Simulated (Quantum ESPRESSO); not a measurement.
Ge in Quantum ESPRESSO: convergence with density cutoff

Input of the first run (density cutoff 180 Ry); the others differ in this setting and in those tied to it:

pw.in

```
&CONTROL
  calculation = 'scf'
  prefix = 'pwscf'
  outdir = './tmp'
  pseudo_dir = './pseudo'
  tprnfor = .true.
  tstress = .true.
  disk_io = 'nowf'
/
&SYSTEM
  ibrav = 0
  nat = 2
  ntyp = 1
  ecutwfc = 45
  ecutrho = 180
  nbnd = 21
  occupations = 'smearing'
  smearing = 'mv'
  degauss = 0.00734986
/
&ELECTRONS
  conv_thr = 4d-10
  electron_maxstep = 120
  mixing_beta = 0.5
/
ATOMIC_SPECIES
Ge    72.6300 ge_pbesol_v1.4.uspp.F.UPF
CELL_PARAMETERS angstrom
   0.0000000000    2.8289100000    2.8289100000
   2.8289100000    0.0000000000    2.8289100000
   2.8289100000    2.8289100000    0.0000000000
ATOMIC_POSITIONS crystal
Ge     0.7500000000    0.7500000000    0.7500000000
Ge     0.5000000000    0.5000000000    0.5000000000
K_POINTS automatic
8 8 8 0 0 0
```

Potentials or basis: GBRV 1.5 PBEsol.

The run is started by

```bash
$ OMP_NUM_THREADS=1 pw.x -in pw.in > pw.out
```

Hardware: 1 thread of Intel(R) Xeon(R) Platinum 8375C CPU @ 2.90GHz (Ice Lake), with other jobs on the host.

```csv
density cutoff,"energy less the tightest run, at zero smearing (meV/atom)",SCF cycles,CPU time (s),peak memory (GiB)
180 Ry,0.03,7,10,0.09
225 Ry,0.01,7,11,0.11
270 Ry,0.01,7,12,0.13
315 Ry,-0.04,7,13,0.14
360 Ry,0.00,7,13,0.17
450 Ry,-0.03,7,15,0.22
540 Ry,0.00,7,16,0.27
720 Ry,0.00,7,19,0.4
```

Against the tightest run, the energy stays within 1 meV/atom from 180 Ry on. The tightest run that finished is the yardstick and may itself not be fully converged.
